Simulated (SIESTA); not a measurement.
Runs of SIESTA 5.4.2 on Cu. The cell holds a slab with vacuum, 6 atoms: a = 2.531 Å, b = 2.531 Å, c = 25.327 Å, α = 90.00°, β = 90.00°, γ = 120.00°. 

| level | potentials or basis | gap on the mesh (eV) | largest force (eV/Å) |
| --- | --- | --- | --- |
| PBEsol | PseudoDojo 0.4 standard (PBEsol files), DZP (energy shift 0.003 Ry; two zetas on semicore shells) | none | 0.09 |
| AM05 | PseudoDojo 0.4 standard (PBEsol files), DZP (energy shift 0.003 Ry; two zetas on semicore shells) | none | 0.11 |
| revPBE | PseudoDojo 0.4 standard (PBE files), DZP (energy shift 0.003 Ry; two zetas on semicore shells) | none | 0.42 |
| BLYP | PseudoDojo 0.4 standard (PBE files), DZP (energy shift 0.003 Ry; two zetas on semicore shells) | none | 0.51 |
| LDA | PseudoDojo 0.4 standard (LDA files), DZP (energy shift 0.003 Ry; two zetas on semicore shells) | none | (b) |
| WC | PseudoDojo 0.4 standard (PBEsol files), DZP (energy shift 0.003 Ry; two zetas on semicore shells) | none | 0.09 |
| PW91 | PseudoDojo 0.4 standard (PBE files), DZP (energy shift 0.003 Ry; two zetas on semicore shells) | none | (a) |
| RPBE | PseudoDojo 0.4 standard (PBE files), DZP (energy shift 0.003 Ry; two zetas on semicore shells) | none | 0.48 |

Alike in all rows: task single point; no spin polarisation; cell as given; k mesh 8 × 8 × 1; smearing fermi-dirac 0.05 eV; grid cutoff 800 Ry; energy shift 0.003 Ry.

**Question.** Fill in the values left out.

**Answer.** (a) 0.24; (b) 0.33.

Caveats: the basis of atomic orbitals isn't converged, which shifts pressures, moduli and gaps; the potentials were made for another functional, which shifts forces and pressure (some runs).

A gap of «none» marks a metal or a gap under the smearing width.

Runs at the PBE level aren't shown here.
